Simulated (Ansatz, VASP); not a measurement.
**One calculation of Pt, two programs**

```xyz
1
Lattice="0.0000 1.9456 1.9456 1.9456 0.0000 1.9456 1.9456 1.9456 0.0000" Properties=species:S:1:pos:R:3 pbc="T T T"
Pt    0.0000    0.0000    0.0000
```

Alike in both runs: functional LDA; k mesh 24 × 24 × 24; occupations fermi-dirac, width 0.1 eV; no spin polarisation.

Ansatz relaxed the structure, and its values are those at the end. VASP's run is a single point on that final structure, the one shown.

|  | VASP | Ansatz |
| --- | --- | --- |
| version | VASP 6.6.1 | Ansatz 0.2.0 |
| potentials or method | VASP PAW LDA potentials, release 64 (Pt) | PAW with Ansatz's default frozen-core files, scalar-relativistic |
| plane-wave cutoff (eV) | 520 | 420 |
| valence electrons in the cell | 10 | 18 |

Ansatz gave:

```
pressure (GPa) : 1.0
```

What did VASP give for the same quantities?

Pressure (GPa): 1.8.

The two sets of potentials don't hold the same shells in valence.

Spin-orbit coupling is left out, which matters for the levels of Pt.
